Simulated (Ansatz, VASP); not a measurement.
# AgBr2: VASP beside Ansatz

```xyz
6
Lattice="0.0000 4.4640 4.4640 4.4640 0.0000 4.4640 4.4640 4.4640 0.0000" Properties=species:S:1:pos:R:3 pbc="T T T"
Ag    0.0000    0.0000    0.0000
Ag    2.2320    2.2320    2.2320
Br    5.5800    5.5800    5.5800
Br    5.5800    3.3480    3.3480
Br    3.3480    3.3480    5.5800
Br    3.3480    5.5800    3.3480
```

Alike in both runs: functional PBE; k mesh 8 × 8 × 8; occupations gaussian, width 0.1 eV; no spin polarisation.

Ansatz relaxed the structure, and its values are those at the end. VASP's run is a single point on that final structure, the one shown.

```csv
,VASP,Ansatz
version,VASP 6.6.1,Ansatz 0.2.0
potentials or method,"VASP PAW PBE potentials, release 64 (Ag, Br)","scalar-relativistic, plane waves, PAW"
plane-wave cutoff (eV),520,420
valence electrons in the cell,50,66
```

```csv
,VASP,Ansatz,Ansatz less VASP
gap on the k mesh at the Fermi level (eV),none,none,-
pressure (GPa),0.0,0.0,+0.02
```

A gap of «none» marks a metal or a gap that the smearing closes. The two sets of potentials don't hold the same shells in valence.
